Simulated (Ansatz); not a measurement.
# SnTe (Fm-3m) in Ansatz: relaxation of cell and atoms with HSE03

Aim: the relaxation of cell and atoms of SnTe with HSE03.

Everything below comes from runs of Ansatz 0.2.0. Logs are shortened: lines on timing, memory, paths and dates and some standing lists are left out, and cuts for length are marked.

## Step 1: The structure

It takes space group Fm-3m (No. 225, cubic). Conventional cell: a = 6.302 Å, b = 6.302 Å, c = 6.302 Å, α = 90.00°, β = 90.00°, γ = 90.00°. Te (site symmetry m-3m) has 6 Sn at 3.15 Å as nearest neighbours. Sn (site symmetry m-3m) has 6 Te at 3.15 Å as nearest neighbours.

## Step 2: Relaxation of cell and atoms, HSE03

The input, input.yaml:

```yaml
crystal:
  lattice:
    - [0.0, 3.15085, 3.15085]
    - [3.15085, 0.0, 3.15085]
    - [3.15085, 3.15085, 0.0]
  atoms:
    - { symbol: Te, position: [0.5, 0.5, 0.5] }
    - { symbol: Sn, position: [0.0, 0.0, 0.0] }
hamiltonian:
  xc: { exchange: pbe, correlation: pbe, exx: { coeff: 0.25, omega: 0.3 } }
  pseudopotentials: { kind: paw }
kpoints:
  mp_grid: { grid: [4, 4, 4] }
scf:
  occupations: { method: fermi_dirac, width: 0.05 }
output:
  forces: true
  stress: true
relax:
  f_tol: 0.01
  max_steps: 40
  cell: { stress_tol: 0.05 }
```

Potentials or basis: Ansatz PAW.

The run is started by

```sh
ansatz run input.yaml --threads 2 --pin off --max-ram 5632MiB --backend cpu --events-out ev --progress --plain --runs-dir out
```

The program printed:

```text
Warning: RAYON_NUM_THREADS=2 ignored (pool sized by the plan → 2); use --threads N
Engine: ansatz 0.2.0, aarch64-unknown-linux-gnu
Pseudopotentials: kind: paw
Pseudopotential: Te, paw, valence charge 16, recommended cutoff 420 eV (normal), Te.paw.azcp
Pseudopotential: Sn, paw, valence charge 14, recommended cutoff 420 eV (normal), Sn.paw.azcp
Functional definition: unnamed
  parameter a_1 = 0.25
  parameter omega_1 = 0.3/angstrom
  exchange = pbe_x + (-a_1)*pbe_x_sr(omega_1) + a_1*exact_x_sr(omega_1)
  correlation = pbe_c
Crystal: 2 atoms, lattice volume = 62.562 Å³
Basis set: ecut = 420 eV, 1243 PW (Γ), exchange–correlation on 60×60×60 points (8 copies of the dense FFT grid, shifted against one another)
Bands: 19, of which v1, the nominal top of the filled ones, is band 15 counted from 1 (14 counted from 0)
Symmetry: 48 space group operations
Space group: Fm-3m (ITA 225), of the structure as read, at distance tolerance 4.0e-5 Å
k-points: 8 of 64
Non-local potential: Te, projectors of the file, l = 0: 2, l = 1: 2, l = 2: 2, l = 3: 2
Non-local potential: Sn, projectors of the file, l = 0: 2, l = 1: 2, l = 2: 2, l = 3: 2
PAW form: soft (Blöchl's): semilocal exchange-correlation on the pseudo side does not see the compensation charge
PAW frozen core: Te, regenerated for the run's functional, and the local potential with it (the file was generated under x = pbe(κ = 0.804, μ = 0.2195149727645171), c = pbe(β = 0.06672455060314922))
PAW frozen core: Sn, regenerated for the run's functional, and the local potential with it (the file was generated under x = pbe(κ = 0.804, μ = 0.2195149727645171), c = pbe(β = 0.06672455060314922))
PAW one-centre angular grid: Te, 590 points (default); XC on 64 Gauss nodes
PAW one-centre angular grid: Sn, 590 points (default); XC on 64 Gauss nodes
Initial density: superposition of atomic densities (neutral atoms: chi_scale 0, normalization atom), corrected by the library's trained network
Initial wavefunctions: pseudopotential atomic-orbital guess
Functional: x = pbe(κ = 0.804, μ = 0.2195149727645171), c = pbe(β = 0.06672455060314922), warm-up for x = pbe(κ = 0.804, μ = 0.2195149727645171) + 0.25 (exact − pbe) at short range (hse, ω = 0.3 Å⁻¹), c = pbe(β = 0.06672455060314922)
SCF iter   1: F=—  HF=-13004.727909 eV  |F-HF|=—  |Δ(HF+E_count)|=         —  Δρ=1.44e-3  dr2=1.58e-3  ethr=1.77e-3  ⟨swp⟩=8.5  Hψ=616  notcnv=0
preconditioner: auto → Kerker (q_TF=auto, 2.414 Å⁻¹)  [metal: Δε(μ)=0.094 eV  Ē_g=8.689 eV  σ=0.050 eV  W_gap=0.44  n_scr=14 (ndim 8)  ℏωp=14.8 eV  f_vac=0.009  D(μ)=1.02/eV (n_scr^D=0)]
SCF iter   2: F=—  HF=-13004.728766 eV  |F-HF|=—  |Δ(HF+E_count)|=   8.57e-4  Δρ=1.02e-3  dr2=8.89e-4  ethr=5.27e-6  ⟨swp⟩=4.1  Hψ=432  notcnv=0  defer=1
iter 3 solved again at ethr=1.95e-7 eV; its pass at ethr=2.96e-6 eV (dr2=5.85e-5 eV) is discarded
SCF iter   3: F=—  HF=-13004.728975 eV  |F-HF|=—  |Δ(HF+E_count)|=   2.10e-4  Δρ=2.42e-4  dr2=5.67e-5  ethr=1.95e-7  ⟨swp⟩=2.9  Hψ=596  notcnv=0
SCF iter   4: F=—  HF=-13004.729006 eV  |F-HF|=—  |Δ(HF+E_count)|=   3.07e-5  Δρ=7.70e-5  dr2=5.43e-6  ethr=1.89e-7  ⟨swp⟩=3.1  Hψ=311  notcnv=0
SCF iter   5: F=—  HF=-13004.729013 eV  |F-HF|=—  |Δ(HF+E_count)|=   6.75e-6  Δρ=2.44e-5  dr2=4.92e-7  ethr=1.81e-8  ⟨swp⟩=3.5  Hψ=369  notcnv=0
SCF iter   6: F=—  HF=-13004.729013 eV  |F-HF|=—  |Δ(HF+E_count)|=   8.12e-7  Δρ=6.78e-6  dr2=2.68e-8  ethr=1.64e-9  ⟨swp⟩=4.0  Hψ=381  notcnv=0
SCF iter   7: F=—  HF=-13004.729013 eV  |F-HF|=—  |Δ(HF+E_count)|=   3.44e-8  Δρ=2.35e-6  dr2=2.71e-9  ethr=8.92e-11  ⟨swp⟩=4.2  Hψ=451  notcnv=0
SCF iter   8: F=—  HF=-13004.729013 eV  |F-HF|=—  |Δ(HF+E_count)|=   5.80e-9  Δρ=4.75e-7  dr2=1.30e-10  ethr=9.02e-12  ⟨swp⟩=4.0  Hψ=363  notcnv=0
SCF iter   9: F=-13004.729013 eV  HF=-13004.729013 eV  |F-HF|=5.46e-12  |Δ(HF+E_count)|=  3.18e-10  Δρ=1.01e-7  dr2=8.31e-12  ethr=1.00e-12  ⟨swp⟩=3.1  Hψ=318  notcnv=0
SCF 1 converged in 9 iterations: F = -13004.729013 eV  dr2 = 8.31e-12
Initial density: handed on by an earlier stage of this run
Initial wavefunctions: those handed on with the density
Functional: x = pbe(κ = 0.804, μ = 0.2195149727645171) + 0.25 (exact − pbe) at short range (hse, ω = 0.3 Å⁻¹), c = pbe(β = 0.06672455060314922)
Exchange kernel: α = 0.2500, screened, ω = 0.3000 Å⁻¹, Wigner–Seitz truncation, v(0) = 502.5938 eV·Å³, q-mesh 4×4×4, nearest image of the exchange supercell L = 17.82 Å, pair-density grid 18×18×18, without the augmentation charges, whose exchange is taken in its separable form by FFT convolution over the k-point mesh (sized by the pseudopotential files, 25×25×25 at the most), smooth part of the exact exchange by density-matrix convolution
Frozen-core exchange: fock
iter 1 solved again at ethr=2.61e-5 eV; its pass at ethr=1.00e-1 eV (dr2=7.84e-3 eV) is discarded
SCF iter   1: F=—  HF=-13013.197596 eV  |F-HF|=—  |Δ(HF+E_count)|=         —  Δρ=4.12e-3  dr2=9.83e-3  ethr=2.61e-5  ⟨swp⟩=5.0  Hψ=913  notcnv=0
preconditioner: auto → Kerker (q_TF=auto, 2.414 Å⁻¹)  [metal: Δε(μ)=0.005 eV  Ē_g=9.556 eV  σ=0.050 eV  W_gap=0.03  n_scr=14 (ndim 8)  ℏωp=14.8 eV  f_vac=0.004  D(μ)=1.25/eV (n_scr^D=8)]
SCF iter   2: F=—  HF=-13013.195015 eV  |F-HF|=—  |Δ(HF+E_count)|=   2.58e-3  Δρ=2.17e-3  dr2=4.24e-3  ethr=2.61e-5  ⟨swp⟩=2.0  Hψ=275  notcnv=0
SCF iter   3: F=—  HF=-13013.193971 eV  |F-HF|=—  |Δ(HF+E_count)|=   1.04e-3  Δρ=4.65e-4  dr2=7.75e-4  ethr=1.12e-5  ⟨swp⟩=3.1  Hψ=303  notcnv=0
SCF iter   4: F=—  HF=-13013.197934 eV  |F-HF|=—  |Δ(HF+E_count)|=   3.96e-3  Δρ=5.01e-4  dr2=2.48e-4  ethr=7.24e-7  ⟨swp⟩=4.1  Hψ=487  notcnv=0
[... 100 lines left out ...]
SCF iter   2: F=-13013.202966 eV  HF=-13013.202966 eV  |F-HF|=5.46e-12  |Δ(HF+E_count)|=  7.82e-11  Δρ=1.35e-7  dr2=1.24e-11  ethr=1.00e-12  ⟨swp⟩=4.1  Hψ=425  notcnv=0
SCF 11 converged in 2 iterations: F = -13013.202966 eV  dr2 = 1.24e-11
  Residual-converged pass: ⟨swp⟩=4.8  Hψ=447  notcnv=0  max |occ|·‖R‖ = 9.9e-9 eV (tolerance 1.0e-8 eV)  dr2=1.26e-11  dr2_onsite=3.72e-12  max |Δocc| = 2.2e-13
hybrid outer 3: dexx = +2.709e-11 eV, tail = 3.35e-11 eV, Δε = 5.20e-5 eV (about 7.95e-6 eV left of the loop's levels)
relax step   3: F+E_penalty+E_count = -13013.20296567 eV  Δ(F+E_penalty+E_count) = -1.133e-4 eV  max|allowed force component| = 2.071e-30 eV/Å  Δτ_max = 0.0000 Å  P = +0.002 GPa  Ω = 64.278 Å³  energy of the carried Pulay correction = -3.821e-4 eV  (13 SCF iters, accepted)
Basis set: ecut = 420 eV, 1243 PW (Γ), exchange–correlation on 64×64×64 points (8 copies of the dense FFT grid, shifted against one another)
Exchange kernel: α = 0.2500, screened, ω = 0.3000 Å⁻¹, Wigner–Seitz truncation, v(0) = 502.6006 eV·Å³, q-mesh 4×4×4, nearest image of the exchange supercell L = 17.99 Å, pair-density grid 18×18×18, without the augmentation charges, whose exchange is taken in its separable form by FFT convolution over the k-point mesh (sized by the pseudopotential files, 25×25×25 at the most), smooth part of the exact exchange by density-matrix convolution
Frozen-core exchange: fock
iter 1 solved again at ethr=9.59e-10 eV; its pass at ethr=1.00e-1 eV (dr2=2.88e-7 eV) is discarded
SCF iter   1: F=—  HF=-13013.203224 eV  |F-HF|=—  |Δ(HF+E_count)|=         —  Δρ=1.31e-4  dr2=3.15e-7  ethr=9.59e-10  ⟨swp⟩=17.5  Hψ=1236  notcnv=1
preconditioner: auto → none  [insulator: Δε(μ)=0.129 eV  Ē_g=9.991 eV  σ=0.050 eV  W_gap=0.57  n_scr=14 (ndim 8)  ℏωp=14.6 eV  f_vac=0.007  D(μ)=0.85/eV (n_scr^D=0)]
SCF iter   2: F=—  HF=-13013.203284 eV  |F-HF|=—  |Δ(HF+E_count)|=   6.01e-5  Δρ=6.53e-5  dr2=9.64e-8  ethr=9.55e-10  ⟨swp⟩=2.1  Hψ=277  notcnv=0
iter 3 solved again at ethr=3.15e-12 eV; its pass at ethr=2.26e-10 eV (dr2=9.45e-10 eV) is discarded
SCF iter   3: F=—  HF=-13013.203303 eV  |F-HF|=—  |Δ(HF+E_count)|=   1.98e-5  Δρ=6.46e-6  dr2=1.48e-9  ethr=3.15e-12  ⟨swp⟩=4.1  Hψ=773  notcnv=0
SCF iter   4: F=—  HF=-13013.203304 eV  |F-HF|=—  |Δ(HF+E_count)|=   2.18e-7  Δρ=5.64e-7  dr2=2.11e-10  ethr=3.15e-12  ⟨swp⟩=4.8  Hψ=538  notcnv=0  defer=25
SCF iter   5: F=—  HF=-13013.203304 eV  |F-HF|=—  |Δ(HF+E_count)|=  1.89e-10  Δρ=3.01e-7  dr2=7.96e-11  ethr=1.00e-12  ⟨swp⟩=4.0  Hψ=385  notcnv=0
SCF iter   6: F=-13013.203303 eV  HF=-13013.203304 eV  |F-HF|=2.46e-7  |Δ(HF+E_count)|=  1.09e-10  Δρ=1.47e-7  dr2=3.12e-12  ethr=1.00e-12  ⟨swp⟩=2.0  Hψ=276  notcnv=0
SCF 12 converged in 6 iterations: F = -13013.203303 eV  dr2 = 3.12e-12
hybrid outer 1: dexx = +2.016e-7 eV, tail = 2.02e-7 eV
Exchange kernel: α = 0.2500, screened, ω = 0.3000 Å⁻¹, Wigner–Seitz truncation, v(0) = 502.6006 eV·Å³, q-mesh 4×4×4, nearest image of the exchange supercell L = 17.99 Å, pair-density grid 18×18×18, without the augmentation charges, whose exchange is taken in its separable form by FFT convolution over the k-point mesh (sized by the pseudopotential files, 25×25×25 at the most), smooth part of the exact exchange by density-matrix convolution
Frozen-core exchange: fock
SCF iter   1: F=—  HF=-13013.203304 eV  |F-HF|=—  |Δ(HF+E_count)|=         —  Δρ=3.46e-7  dr2=8.51e-11  ethr=1.39e-10  ⟨swp⟩=14.1  Hψ=569  notcnv=0
SCF iter   2: F=-13013.203304 eV  HF=-13013.203304 eV  |F-HF|=8.04e-10  |Δ(HF+E_count)|=  7.53e-10  Δρ=4.17e-7  dr2=5.81e-12  ethr=1.00e-12  ⟨swp⟩=2.5  Hψ=282  notcnv=0
SCF 13 converged in 2 iterations: F = -13013.203304 eV  dr2 = 5.81e-12
  Residual-converged pass: ⟨swp⟩=4.9  Hψ=535  notcnv=0  max |occ|·‖R‖ = 9.9e-9 eV (tolerance 1.0e-8 eV)  dr2=5.57e-12  dr2_onsite=7.47e-13  max |Δocc| = 6.0e-14
hybrid outer 2: dexx = +1.555e-11 eV, tail = 1.37e-11 eV, Δε = 2.94e-5 eV (about 2.74e-6 eV left of the loop's levels)
relax step   4: F+E_penalty+E_count = -13013.20330364 eV  Δ(F+E_penalty+E_count) = -3.380e-4 eV  max|allowed force component| = 1.578e-30 eV/Å  Δτ_max = 0.0000 Å  P = +0.000 GPa  Ω = 64.278 Å³  stress off target by 4.35e-4 GPa  SCF on the basis re-selected at this cell (its energy is not comparable with the rows above)  (8 SCF iters)
basis re-selected at this cell: Δ(F+E_penalty+E_count) = -3.380e-4 eV, ΔP = -0.002 GPa vs the last step (what re-selecting the basis moved, of the pressure what is left beyond the Pulay correction that the steps carried, after the strain that the cell walked since its last selection, with what the two solves' SCF thresholds leave and, on support functions, any second-order correction that the steps lacked; it is no measure of the basis error at this ecutwfc). The dense FFT grid was sized anew with the basis: this SCF ran on 32×32×32 points, the steps before it on 30×30×30, so part of this shift can come from that change (see relax.cell in the input reference). This SCF's stress stands 4.35e-4 GPa from its target on what of the cell is left free (relax.cell.stress_tol is 5.00e-2 GPa) and its largest allowed force component is 1.58e-30 eV/Å (relax.f_tol is 1.00e-2 eV/Å): within both
hybrid SCF converged: 2 outer / 8 inner (+0 warm-up), last move |dexx| = 1.55e-11 eV, tail = 1.37e-11 eV
Stability not checked: this state was not tested for a lower state beside it, because the functional holds exact exchange (a hybrid, or Hartree-Fock), whose exchange loop this test does not read (fock_operator; see scf.lower_state_search)
Free energy (F): -13013.203304 eV
Frozen-core exchange: fock
Harris-Foulkes:  -13013.203304 eV  (|F-HF|=8.04e-10)
Internal energy: -13013.196748 eV  (E = F + TS)
E sigma→0 (E₀):  -13013.200026 eV
Entropy (-TS):   -0.006556 eV (-3.278 meV/atom)
Fermi energy:    9.317155 eV
--- Per-component energies (eV) ---
  E_band       = -419.089604
  E_kinetic    = 364.358170
  E_local      = -2190.754644  (includes V_loc(G=0)·N_el)
  E_nonlocal   = -345.512809
  E_hartree    = 1369.817651
  E_xc         = -406.228608
  E_vxc        = -163.456908  (∫ρ·V_xc dr)
  E_exx        = -76.110552  (= α·E_x^exact, valence–valence)
  E_paw        = -8829.595922  (= ΣΔE_a)
  E_vpaw       = -671.137303  (= ΣTr[D̂ρ^β])
  E_aug_tail   = -0.000221  (compensation charges beyond the density's cutoff)
  E_ewald      = -2899.223869
  E_core_change = 0.054057  (= ΣΔE_core)
  E_smearing   = -0.006556  (= −TS)
  E_closure    = -0.000000  (closes the sum)
  Σ components = -13013.203304   (vs F -13013.203304, Δ=0.00e0)
--- Forces (eV/Å), atoms counted from 1 ---
  atom   1  Te     0.00000000    -0.00000000    -0.00000000
  atom   2  Sn     0.00000000    -0.00000000    -0.00000000
  max |Σ_I F_I| component: 6.31e-30 eV/Å
--- Stress (GPa, compression-positive) ---
        0.000435      -0.000000       0.000000
       -0.000000       0.000435       0.000000
       -0.000000      -0.000000       0.000435
  P = ⅓ Tr σ = 0.0004 GPa (0.004 kbar)
--- Band table (eV; the first three rows and the last of 8) ---
  k-point 0: bands = ["-30.3028", "-30.3028", "-30.2948", "-30.2948", "-30.2948", "-14.9282", "-14.9282", "-14.9158", "-14.9158", "-14.9158", "-4.6870", "4.1502", "6.8288", "6.8288", "6.8288", "12.8850", "12.8850", "12.8850", "14.3176"]
  k-point 1: bands = ["-30.3027", "-30.3027", "-30.2946", "-30.2945", "-30.2945", "-14.9310", "-14.9310", "-14.9152", "-14.9132", "-14.9132", "-4.1470", "1.9840", "6.9376", "6.9376", "8.1638", "10.9863", "10.9863", "11.0452", "14.6953"]
  k-point 2: bands = ["-30.3026", "-30.3026", "-30.2944", "-30.2942", "-30.2942", "-14.9341", "-14.9341", "-14.9146", "-14.9101", "-14.9101", "-3.3123", "0.1876", "7.1605", "7.1605", "9.2528", "9.3816", "9.7299", "9.7299", "17.3726"]
  k-point 7: bands = ["-30.3030", "-30.3024", "-30.2943", "-30.2943", "-30.2935", "-14.9403", "-14.9294", "-14.9129", "-14.9129", "-14.9062", "-2.9002", "1.2409", "4.0152", "4.0152", "8.2218", "10.2392", "14.1599", "14.1599", "15.6795"]
--- Relaxed structure (3 steps of the walk, 3 accepted, 1 SCFs on fresh bases) ---
  F+E_penalty+E_count = -13013.20330364 eV   max|allowed force component| = 1.578e-30 eV/Å   (the final SCF, on the basis selected at the relaxed cell)
  cell:  # Å, volume = 64.2782 Å³
    - [1.9103483973041836e-34, 3.179396361133449, 3.179396361133449]
    - [3.179396361133449, -8.921062207883906e-35, 3.179396361133449]
    - [3.179396361133449, 3.179396361133449, -2.038148813158236e-34]
  atoms:
    - { symbol: Te, position: [0.5, 0.5, 0.5] }
    - { symbol: Sn, position: [7.958872309907888e-37, -3.3427263701481754e-36, -1.1142421233861996e-36] }
```

It took 43 s on 2 threads of Arm Neoverse V1, shared host; peak memory 0.87 GiB.

Results:

* Free energy: -13013.2033 eV
* Relaxed volume: 32.14 Å³/atom
* Relaxed cell: a = 4.496 Å, b = 4.496 Å, c = 4.496 Å, α = 60.00°, β = 60.00°, γ = 60.00°
* Space group after relaxing (to 0.05 Å): Fm-3m (No. 225)
* Energy gained by relaxing: 2.8 meV/atom
* Ionic steps: 4
* Pressure after relaxing: 0.0 GPa

The path:
```csv
step,energy change (eV),largest force (eV/Å),volume (Å³)
1,0.0000,0.0000,62.56
2,-0.0051,0.0000,64.48
3,-0.0052,0.0000,64.28
4,-0.0055,0.0000,64.28
```

Final structure:
```cif
data_structure
_symmetry_space_group_name_H-M 'P 1'
_symmetry_Int_Tables_number 1
_cell_length_a 4.4963
_cell_length_b 4.4963
_cell_length_c 4.4963
_cell_angle_alpha 60.000
_cell_angle_beta 60.000
_cell_angle_gamma 60.000
_cell_volume 64.28
loop_
_atom_site_label
_atom_site_type_symbol
_atom_site_fract_x
_atom_site_fract_y
_atom_site_fract_z
_atom_site_occupancy
Te1 Te 0.50000 0.50000 0.50000 1
Sn1 Sn 0.00000 0.00000 0.00000 1
```

Caveat: the k mesh is coarse (spacing up to 0.43 Å⁻¹), so the values aren't converged, least of all with exact exchange; the plane-wave basis is chosen anew once the cell has moved, so the energies of steps on either side of that aren't comparable; the PAW data sets come from PBE, with cores solved anew for the run's functional, which leaves a small shift of forces and pressure.
